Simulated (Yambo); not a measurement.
Here is a Yambo 5.3.0 calculation.

bse4.in

```
optics
bse
bss
rim_cut
RandQpts= 1000000
RandGvec= 50 RL
BSKmod= "HARTREE"
BSEmod= "retarded"
BSSmod= "h"
% BSEQptR
 1 | 1 |
%
% BSEBands
 8 | 13 |
%
BSENGexx= 20 Ry
% BEnRange
 0 | 20 | eV
%
% BDmRange
 0.1 | 0.1 | eV
%
BEnSteps= 200
% BLongDir
 1 | 0 | 0 |
%
BSEprop= "abs"
BSHayTrs= -0.02
```

scf.in

```
&CONTROL
  calculation = 'scf'
  prefix = 'pwscf'
  outdir = './tmp'
  pseudo_dir = './pseudo'
/
&SYSTEM
  ibrav = 0
  nat = 2
  ntyp = 2
  ecutwfc = 88
  nbnd = 16
  occupations = 'smearing'
  smearing = 'fd'
  degauss = 0.00367493
  force_symmorphic = .true.
/
&ELECTRONS
  conv_thr = 4d-10
  electron_maxstep = 120
  mixing_beta = 0.5
/
ATOMIC_SPECIES
Te   127.6000 Te.upf
Be     9.0122 Be.upf
CELL_PARAMETERS angstrom
   0.0000000000    2.7700000000    2.7700000000
   2.7700000000    0.0000000000    2.7700000000
   2.7700000000    2.7700000000    0.0000000000
ATOMIC_POSITIONS crystal
Te     0.7500000000    0.7500000000    0.7500000000
Be     0.0000000000    0.0000000000    0.0000000000
K_POINTS automatic
10 10 10 0 0 0
```

nscf.in

```
&CONTROL
  calculation = 'nscf'
  prefix = 'pwscf'
  outdir = './tmp'
  pseudo_dir = './pseudo'
/
&SYSTEM
  ibrav = 0
  nat = 2
  ntyp = 2
  ecutwfc = 88
  nbnd = 40
  occupations = 'fixed'
  force_symmorphic = .true.
/
&ELECTRONS
  conv_thr = 1d-08
  diago_full_acc = .true.
  diago_thr_init = 1d-06
/
ATOMIC_SPECIES
Te   127.6000 Te.upf
Be     9.0122 Be.upf
CELL_PARAMETERS angstrom
   0.0000000000    2.7700000000    2.7700000000
   2.7700000000    0.0000000000    2.7700000000
   2.7700000000    2.7700000000    0.0000000000
ATOMIC_POSITIONS crystal
Te     0.7500000000    0.7500000000    0.7500000000
Be     0.0000000000    0.0000000000    0.0000000000
K_POINTS automatic
10 10 10 0 0 0
```

Potentials or basis: PseudoDojo 0.4.1 SR PBEsol standard.

Run with:

```bash
$ OMP_NUM_THREADS=1 pw.x -in scf.in > scf.out
$ OMP_NUM_THREADS=1 pw.x -in nscf.in > nscf.out
$ cd tmp/pwscf.save; p2y; mv SAVE ../..; cd ../..
$ OMP_NUM_THREADS=1 yambo
$ OMP_NUM_THREADS=1 yambo -F bse4.in -J bse4 -C bse4_out
```

Problem. Estimate the absorption peak.

Solution. 5.03 eV.

Problem. What does it give for the band gap on the k mesh, mean-field level?

Solution. 1.75 eV, indirect (least direct gap 3.60 eV).

Dielectric function (along the field direction of the input):
```tsv
energy (eV)	real part	imaginary part
0.30	7.13	0.01
1.31	7.49	0.06
2.31	8.54	0.16
3.32	11.60	0.63
4.42	12.39	10.46
5.43	3.03	9.66
6.43	-4.86	13.81
7.54	-3.56	3.68
8.54	-3.47	3.82
9.55	-3.40	2.06
10.65	-2.82	1.04
11.66	-1.73	0.43
12.66	-1.23	0.23
13.77	-0.62	0.05
14.77	-0.35	0.04
15.78	-0.12	0.02
16.88	0.06	0.01
17.89	0.18	0.01
18.89	0.28	0.01
20.00	0.37	0.01
```

Caveat: spin-orbit coupling is left out, which moves the levels of the heavy elements; the mesh is thin for optics, so peaks and dielectric constants aren't converged. A k mesh can miss the band edges.
